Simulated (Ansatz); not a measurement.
A run of Ansatz 0.2.0 is set up as follows.

input

```
crystal:
  lattice:
    - [2.997509, 0.0, 0.0]
    - [0.0, 2.997509, 0.0]
    - [0.0, 0.0, 2.997509]
  atoms:
    - { symbol: Cu, position: [0.5, 0.5, 0.5] }
    - { symbol: Al, position: [0.0, 0.0, 0.0] }
hamiltonian:
  xc: { exchange: pbesol, correlation: pbesol, exx: { coeff: 0.25 } }
  pseudopotentials: { kind: paw }
kpoints:
  mp_grid: { grid: [5, 5, 5] }
scf:
  occupations: { method: fermi_dirac, width: 0.05 }
output:
  forces: true
  stress: true
  eigenvalues: true
relax:
  f_tol: 0.01
  max_steps: 40
  cell: { stress_tol: 0.05 }
```

Task: What does it give for the relaxed volume?

Result: 13.42 Å³/atom.

Task: What does it give for the space group after relaxing (to 0.05 Å)?

Result: Pm-3m (No. 221).

Final structure:
```yaml
crystal:
  lattice:
    - [2.99430, 0.00000, 0.00000]
    - [0.00000, 2.99430, 0.00000]
    - [0.00000, 0.00000, 2.99430]
  atoms:
    - { symbol: Cu, position: [0.50000, 0.50000, 0.50000] }
    - { symbol: Al, position: [0.00000, 0.00000, 0.00000] }
```

Caveat: the k mesh is coarse (spacing up to 0.42 Å⁻¹), so the values aren't converged, least of all with exact exchange; the PAW data sets come from PBE, with cores solved anew for the run's functional, which leaves a small shift of forces and pressure.
